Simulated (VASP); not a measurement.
# AlCo (Pm-3m) in VASP: notebook

Runs on AlCo. Level: PBEsol. Tasks: relaxation of cell and atoms.

Everything below comes from runs of VASP 6.6.1. Logs are shortened: lines on timing, memory, paths and dates and some standing lists are left out, and cuts for length are marked.

## 1. Starting point

It takes space group Pm-3m (No. 221, cubic). Conventional cell: a = 2.819 Å, b = 2.819 Å, c = 2.819 Å, α = 90.00°, β = 90.00°, γ = 90.00°. Al (site symmetry m-3m) is surrounded by 8 Co at 2.44 Å. Co (site symmetry m-3m) is surrounded by 8 Al at 2.44 Å.

The cell is a database's computed one.

## 2. Relaxation of cell and atoms, PBEsol

Input file INCAR:

```
SYSTEM = AlCo
  PREC = Accurate
  ENCUT = 600
  EDIFF = 1E-6
  ISMEAR = 1
  SIGMA = 0.1
  LREAL = .FALSE.
  LASPH = .TRUE.
  NELM = 80
  ALGO = Normal
  ISIF = 3
  LWAVE = .FALSE.
  LCHARG = .FALSE.
  GGA = PS
  IBRION = 2
  NSW = 90
  EDIFFG = -0.01
```

Input file KPOINTS:

```
regular mesh
0
G
  14 14 14
  0 0 0
```

Input file POSCAR:

```
AlCo
1.0
    2.8194032100      0.0000000000      0.0000000000
    0.0000000000      2.8194032100      0.0000000000
    0.0000000000      0.0000000000      2.8194032100
Al Co
1 1
Direct
    0.0000000000      0.0000000000      0.0000000000
    0.5000000000      0.5000000000      0.5000000000
```

Potentials or basis: VASP PAW PBE potentials, release 64 (Al, Co).

Run with:

```console
$ cat potpaw_PBE.64/Al/POTCAR potpaw_PBE.64/Co/POTCAR > POTCAR
$ mpirun -np 1 vasp_std > vasp.out
```

OUTCAR:

```text
SYSTEM = AlCo
   PREC = Accurate
   ENCUT = 600
   EDIFF = 1E-6
   ISMEAR = 1
   LREAL = .FALSE.
   LASPH = .TRUE.
   NELM = 80
   ISIF = 3
   GGA = PS
   IBRION = 2
   NSW = 90
   EDIFFG = -0.01

 ion  position               nearest neighbor table
   1  0.000  0.000  0.000-   2 2.44   2 2.44   2 2.44   2 2.44   2 2.44   2 2.44   2 2.44   2 2.44

   2  0.500  0.500  0.500-   1 2.44   1 2.44   1 2.44   1 2.44   1 2.44   1 2.44   1 2.44   1 2.44

  LATTYP: Found a simple cubic cell.
 ALAT       =     2.8194032100

  Lattice vectors:

 A1 = (   2.8194032100,   0.0000000000,   0.0000000000)
 A2 = (   0.0000000000,   2.8194032100,   0.0000000000)
 A3 = (   0.0000000000,   0.0000000000,   2.8194032100)

Analysis of symmetry for initial positions (statically):
=====================================================================
 Subroutine PRICEL returns:
 Original cell was already a primitive cell.

 Routine SETGRP: Setting up the symmetry group for a
 simple cubic supercell.

 Subroutine GETGRP returns: Found 48 space group operations
 (whereof 48 operations were pure point group operations)
 out of a pool of 48 trial point group operations.

The static configuration has the point symmetry O_h .

Analysis of symmetry for dynamics (positions and initial velocities):
=====================================================================
 Subroutine PRICEL returns:
 Original cell was already a primitive cell.

 Routine SETGRP: Setting up the symmetry group for a
 simple cubic supercell.

 Subroutine GETGRP returns: Found 48 space group operations
 (whereof 48 operations were pure point group operations)
 out of a pool of 48 trial point group operations.

The dynamic configuration has the point symmetry O_h .

 Subroutine INISYM returns: Found 48 space group operations
 (whereof 48 operations are pure point group operations),
 and found     1 'primitive' translations

----------------------------------------------------------------------------------------

                                     Primitive cell

  volume of cell :      22.4115

  direct lattice vectors                    reciprocal lattice vectors
     2.819403210  0.000000000  0.000000000     0.354684990  0.000000000  0.000000000
     0.000000000  2.819403210  0.000000000     0.000000000  0.354684990  0.000000000
     0.000000000  0.000000000  2.819403210     0.000000000  0.000000000  0.354684990

  length of vectors
     2.819403210  2.819403210  2.819403210     0.354684990  0.354684990  0.354684990

  position of ions in fractional coordinates (direct lattice)
     0.000000000  0.000000000  0.000000000
     0.500000000  0.500000000  0.500000000

  ion indices of the primitive-cell ions
   primitive index   ion index
                 1           1
                 2           2

----------------------------------------------------------------------------------------

 KPOINTS: regular mesh

Automatic generation of k-mesh.
 Grid dimensions read from file:
 generate k-points for:   14   14   14

 Generating k-lattice:

  Cartesian coordinates                     Fractional coordinates (reciprocal lattice)
     0.025334642  0.000000000  0.000000000     0.071428571  0.000000000  0.000000000
     0.000000000  0.025334642  0.000000000     0.000000000  0.071428571  0.000000000
     0.000000000  0.000000000  0.025334642     0.000000000  0.000000000  0.071428571

  Length of vectors
     0.025334642  0.025334642  0.025334642

  Shift w.r.t. Gamma in fractional coordinates (k-lattice)
     0.000000000  0.000000000  0.000000000

 Subroutine IBZKPT returns following result:
 ===========================================

 Found    120 irreducible k-points:

 Following reciprocal coordinates:
            Coordinates               Weight
  0.000000  0.000000  0.000000      1.000000
  0.071429  0.000000  0.000000      6.000000
  0.142857  0.000000  0.000000      6.000000
  0.214286  0.000000  0.000000      6.000000
  0.285714  0.000000  0.000000      6.000000
  0.357143  0.000000  0.000000      6.000000
[... 16 lines left out ...]
  0.285714  0.214286  0.000000     24.000000
  0.357143  0.214286  0.000000     24.000000
 [... further k-points ...]
   k-points           NKPTS =    120   k-points in BZ     NKDIM =    120   number of bands    NBANDS=     10
   number of dos      NEDOS =    301   number of ions     NIONS =      2
   total plane-waves  NPLWV =  13824
   dimension x,y,z NGX =    24 NGY =   24 NGZ =   24
   dimension x,y,z NGXF=    48 NGYF=   48 NGZF=   48
   ions per type =               1   1
   NGX,Y,Z   is equivalent  to a cutoff of  14.15, 14.15, 14.15 a.u.
   NGXF,Y,Z  is equivalent  to a cutoff of  28.30, 28.30, 28.30 a.u.
 SYSTEM =  AlCo
   PREC   = accura    normal or accurate (medium, high low for compatibility)
   ISTART =      0    job   : 0-new  1-cont  2-samecut
   ICHARG =      2    charge: 1-file 2-atom 10-const
   ISPIN  =      1    spin polarized calculation?
   LNONCOLLINEAR =      F non collinear calculations
   LSORBIT =      F    spin-orbit coupling
   LASPH  =      T    aspherical Exc in radial PAW
   ENCUT  =  600.0 eV  44.10 Ry    6.64 a.u.   5.63  5.63  5.63*2*pi/ulx,y,z
   NELM   =     80;   NELMIN=  2; NELMDL= -5     # of ELM steps
   EDIFF  = 0.1E-05   stopping-criterion for ELM
   LREAL  =      F    real-space projection
   EDIFFG = -.1E-01   stopping-criterion for IOM
   NSW    =     90    number of steps for IOM
   IBRION =      2    ionic relax: 0-MD 1-quasi-New 2-CG
   NFREE  =      1    steps in history (QN), initial steepest desc. (CG)
   ISIF   =      3    stress and relaxation
   ISYM   =      2    0-nonsym 1-usesym 2-fastsym
   POTIM  = 0.5000    time-step for ionic-motion
   TEBEG  =    0.0;   TEEND  =   0.0 temperature during run
   PSTRESS=    0.0 pullay stress
   NELECT =      12.0000    total number of electrons
   NUPDOWN=      -1.0000    fix difference up-down
   EMIN   =  10.00;   EMAX   =-10.00  energy-range for DOS
   EFERMI =   0.00;   METHOD = LEGACY
   ISMEAR =     1;   SIGMA  =   0.10  broadening in eV -4-tet -1-fermi 0-gaus
   EFERMI_NEDOS =   21; number of points for ismear=-14 and -15
   IALGO  =     38    algorithm
   IMIX   =      4    mixing-type and parameters
     AMIX     =   0.40;   BMIX     =  1.00
     AMIX_MAG =   1.60;   BMIX_MAG =  1.00
  volume/ion in A,a.u.               =      11.21        75.62
  Fermi-wavevector in a.u.,A,eV,Ry     =   1.329366  2.512138 24.044423  1.767215
  Thomas-Fermi vector in A             =   2.458534
   LORBIT       =      0    0 simple, 1 ext, 2 COOP (PROOUT), +10 PAW based schemes
   GGA     = PS    functional components
   LHFCALC =     F    Hartree Fock is set to
   AEXX    =    0.0000 exact exchange contribution
   IVDW    =     0    specifies the selected vdW correction
   LEPSILON=     F    determine dielectric tensor
   LRPA    =     F    only Hartree local field effects (RPA)
 conjugate gradient relaxation of ions
 non-spin polarized calculation
 Methfessel and Paxton  Order N= 1 SIGMA  =   0.10
  energy-cutoff  :      600.00
  volume of cell :       22.41
 maximum number of plane-waves:       768
 NGX is ok and might be reduce to    24
   NGX = 11   NGY = 11   NGZ = 11

--------------------------------------- Ionic step        1  -------------------------------------------

 number of electron      11.9999996 magnetization

 Free energy of the ion-electron system (eV)
  ---------------------------------------------------
  ext. energy  EPLUGINS =         0.00000000
  ---------------------------------------------------
  free energy    TOTEN  =       -13.08206412 eV

  energy without entropy =      -13.08321779  energy(sigma->0) =      -13.08244868

------------------------ aborting loop because EDIFF is reached ----------------------------------------

  FORCE on cell =-STRESS in cart. coord.  units (eV):
  Direction    XX          YY          ZZ          XY          YZ          ZX
  --------------------------------------------------------------------------------------
  -------------------------------------------------------------------------------------
  Total        0.0983870      0.0983870      0.0983870     -0.0000000     -0.0000000      0.0000000
  in kB        7.0335825      7.0335825      7.0335825     -0.0000000     -0.0000000      0.0000000
  external PRESSURE =       7.0335825 kB  Pullay stress =       0.0000000 kB
[... 57 lines left out ...]
  energy  without entropy=      -13.0832252545  energy(sigma->0) =      -13.08243394

--------------------------------------- Ionic step        3  -------------------------------------------

 number of electron      11.9999996 magnetization

 Free energy of the ion-electron system (eV)
  ---------------------------------------------------
  ext. energy  EPLUGINS =         0.00000000
  ---------------------------------------------------
  free energy    TOTEN  =       -13.08222379 eV

  energy without entropy =      -13.08339400  energy(sigma->0) =      -13.08261386

 E-fermi :  10.8728     XC(G=0): -12.5268

 val. band max:       10.8395907120   @ k =   0.5000   0.3571   0.0714
 cond. band min:      10.9174221064   @ k =   0.5000   0.2857   0.0000
 fundamental gap:      0.0778313945
 Fermi energy:        10.8727937180

 k-point     1 :       0.0000    0.0000    0.0000
  band No.  band energies     occupation
      1      -0.4270      2.00000
      2       7.7244      2.00000
      3       7.7244      2.00000
      4       9.9886      2.00000
      5       9.9886      2.00000
      6       9.9886      2.00000
      7      16.9481      0.00000
      8      16.9481      0.00000
      9      16.9481      0.00000
     10      19.7122      0.00000
[... 287 lines left out ...]
 k-point    24 :       0.3571    0.2143    0.0000
  band No.  band energies     occupation
      1       2.7302      2.00000
      2       6.6680      2.00000
      3       8.2076      2.00000
      4       8.9268      2.00000
      5       9.2980      2.00000
      6       9.7348      2.00000
      7      11.5282     -0.00000
      8      15.4440      0.00000
      9      19.3760      0.00000
     10      20.8722      0.00000

 [... further k-points ...]

------------------------ aborting loop because EDIFF is reached ----------------------------------------

  FORCE on cell =-STRESS in cart. coord.  units (eV):
  Direction    XX          YY          ZZ          XY          YZ          ZX
  --------------------------------------------------------------------------------------
  -------------------------------------------------------------------------------------
  Total        0.0113911      0.0113911      0.0113911     -0.0000000     -0.0000000      0.0000000
  in kB        0.8115935      0.8115935      0.8115935     -0.0000000     -0.0000000      0.0000000
  external PRESSURE =       0.8115935 kB  Pullay stress =       0.0000000 kB
[... 17 lines left out ...]
  FREE ENERGIE OF THE ION-ELECTRON SYSTEM (eV)
  ---------------------------------------------------
  free  energy   TOTEN  =       -13.0822237892 eV

  energy  without entropy=      -13.0833940011  energy(sigma->0) =      -13.08261386

 reached required accuracy - stopping structural energy minimisation
```

Run time: 19 s. Hardware: 1 thread of Intel Xeon Platinum 8375C at 2.90GHz (Ice Lake), shared host; peak memory 0.17 GiB.

What came out:

* Free energy: -13.0822 eV
* Relaxed volume: 11.24 Å³/atom
* Relaxed cell: a = 2.823 Å, b = 2.823 Å, c = 2.823 Å, α = 90.00°, β = 90.00°, γ = 90.00°
* Space group after relaxing (to 0.05 Å): Pm-3m (No. 221)
* Energy gained by relaxing: 0.1 meV/atom
* Ionic steps: 3
* Pressure after relaxing: 0.1 GPa
* Band gap on the k mesh: none (metal or under the smearing width)

Step by step:
```
step  energy change (eV)  largest force (eV/Å)  pressure (GPa)  volume (Å³)
   1              0.0000                0.0000            0.70        22.41
   2              0.0000                0.0000           -0.71        22.57
   3             -0.0002                0.0000            0.08        22.49
```

Final structure:
```yaml
crystal:
  lattice:
    - [2.82258, 0.00000, 0.00000]
    - [0.00000, 2.82258, 0.00000]
    - [0.00000, 0.00000, 2.82258]
  atoms:
    - { symbol: Al, position: [0.00000, 0.00000, 0.00000] }
    - { symbol: Co, position: [0.50000, 0.50000, 0.50000] }
```

Levels at points of the mesh, in eV from the Fermi level:
```tsv
k point	band 3	band 4	band 5	band 6	band 7	band 8	band 9	band 10
(0.00, 0.00, 0.00)	-3.15	-0.88	-0.88	-0.88	6.08	6.08	6.08	8.84
(0.50, 0.00, 0.00)	-2.53	-1.80	-1.80	-0.77	0.15	8.42	10.71	10.71
(0.50, 0.50, 0.00)	-2.76	-2.76	-1.58	-1.58	-0.30	2.45	3.64	13.06
(0.50, 0.50, 0.50)	-4.10	-0.26	-0.26	2.33	2.33	2.33	4.38	5.49
```

Caveat: the PAW data sets were made with another functional, which shifts forces and pressure a little. Spin polarisation is off, so any magnetic state and its effect on volume and gap are missing.

## 3. Relaxation of cell and atoms, PBEsol

This run uses another cell than the first one, of 11.24 Å³/atom, 1.003 times its volume.

Changes to INCAR since step 2:

```diff
@@ -3,3 +3,3 @@
   ENCUT = 600
-  EDIFF = 1E-6
+  EDIFF = 1E-7
   ISMEAR = 1
@@ -16,2 +16,2 @@
   NSW = 90
-  EDIFFG = -0.01
+  EDIFFG = -0.005
```

KPOINTS is that of step 2.

Input file POSCAR:

```
AlCo                                    
1.0
    2.8225777720      0.0000000000      0.0000000000
   -0.0000000000      2.8225777720     -0.0000000000
   -0.0000000000     -0.0000000000      2.8225777720
  Al              Co            
     1     1
Direct
     0.0000000000000000    0.0000000000000000    0.0000000000000000
     0.5000000000000000    0.5000000000000000    0.5000000000000000
```

Potentials or basis: VASP PAW PBE potentials, release 64 (Al, Co).

Run with:

```console
$ cat potpaw_PBE.64/Al/POTCAR potpaw_PBE.64/Co/POTCAR > POTCAR
$ mpirun -np 1 vasp_std > vasp.out
```

OUTCAR:

```text
SYSTEM = AlCo
   PREC = Accurate
   ENCUT = 600
   EDIFF = 1E-7
   ISMEAR = 1
   LREAL = .FALSE.
   LASPH = .TRUE.
   NELM = 80
   ISIF = 3
   GGA = PS
   IBRION = 2
   NSW = 90
   EDIFFG = -0.005

 ion  position               nearest neighbor table
   1  0.000  0.000  0.000-   2 2.44   2 2.44   2 2.44   2 2.44   2 2.44   2 2.44   2 2.44   2 2.44

   2  0.500  0.500  0.500-   1 2.44   1 2.44   1 2.44   1 2.44   1 2.44   1 2.44   1 2.44   1 2.44
[... 509 lines left out ...]

  FORCE on cell =-STRESS in cart. coord.  units (eV):
  Direction    XX          YY          ZZ          XY          YZ          ZX
  --------------------------------------------------------------------------------------
  -------------------------------------------------------------------------------------
  Total        0.0017937      0.0017937      0.0017937      0.0000000      0.0000000     -0.0000000
  in kB        0.1277964      0.1277964      0.1277964      0.0000000      0.0000000     -0.0000000
  external PRESSURE =       0.1277964 kB  Pullay stress =       0.0000000 kB

 VOLUME and BASIS-vectors are now :
 -----------------------------------------------------------------------------
  energy-cutoff  :      600.00
  volume of cell :       22.49
      direct lattice vectors                 reciprocal lattice vectors
     2.822577772  0.000000000  0.000000000     0.354286075  0.000000000  0.000000000
     0.000000000  2.822577772  0.000000000     0.000000000  0.354286075  0.000000000
     0.000000000  0.000000000  2.822577772     0.000000000  0.000000000  0.354286075

 POSITION                                       TOTAL-FORCE (eV/Angst)
 -----------------------------------------------------------------------------------
      0.00000      0.00000      0.00000         0.000000      0.000000      0.000000
      1.41129      1.41129      1.41129         0.000000      0.000000      0.000000
 -----------------------------------------------------------------------------------
    total drift:                                0.000000     -0.000000     -0.000000

  FREE ENERGIE OF THE ION-ELECTRON SYSTEM (eV)
  ---------------------------------------------------
  free  energy   TOTEN  =       -13.0822473200 eV

  energy  without entropy=      -13.0834166605  energy(sigma->0) =      -13.08263710

 reached required accuracy - stopping structural energy minimisation
```

CONTCAR:

```text
AlCo
   1.00000000000000
     2.8225777719999998    0.0000000000000000    0.0000000000000000
     0.0000000000000000    2.8225777719999998    0.0000000000000000
     0.0000000000000000    0.0000000000000000    2.8225777719999998
  Al              Co
     1     1
Direct
     0.0000000000000000    0.0000000000000000    0.0000000000000000
     0.5000000000000000    0.5000000000000000    0.5000000000000000

  0.00000000E+00  0.00000000E+00  0.00000000E+00
  0.00000000E+00  0.00000000E+00  0.00000000E+00
```

Wall time 10 s (1 thread of Intel Xeon Platinum 8375C at 2.90GHz (Ice Lake), shared host); peak memory 0.17 GiB.

What came out:

* Free energy: -13.0822 eV
* Pressure after relaxing: 0.0 GPa
* Band gap on the k mesh: none (metal or under the smearing width)

Final structure:
```
Al Co
1.0
     2.82258    0.00000    0.00000
     0.00000    2.82258    0.00000
     0.00000    0.00000    2.82258
Al Co
1 1
Direct
  0.00000 0.00000 0.00000
  0.50000 0.50000 0.50000
```

Levels at points of the mesh, in eV from the Fermi level:
| k point | band 2 | band 3 | band 4 | band 5 | band 6 | band 7 | band 8 | band 9 | band 10 |
| --- | --- | --- | --- | --- | --- | --- | --- | --- | --- |
| (0.00, 0.00, 0.00) | -3.15 | -3.15 | -0.88 | -0.88 | -0.88 | 6.08 | 6.08 | 6.08 | 8.84 |
| (0.50, 0.00, 0.00) | -6.82 | -2.53 | -1.80 | -1.80 | -0.77 | 0.15 | 8.42 | 10.71 | 10.71 |
| (0.50, 0.50, 0.00) | -3.23 | -2.76 | -2.76 | -1.59 | -1.59 | -0.30 | 2.45 | 3.64 | 13.06 |
| (0.50, 0.50, 0.50) | -4.10 | -4.10 | -0.26 | -0.26 | 2.33 | 2.33 | 2.33 | 4.38 | 5.49 |

Caveat: the relaxation stopped at its first step, so nothing moved; the PAW data sets were made with another functional, which shifts forces and pressure a little.
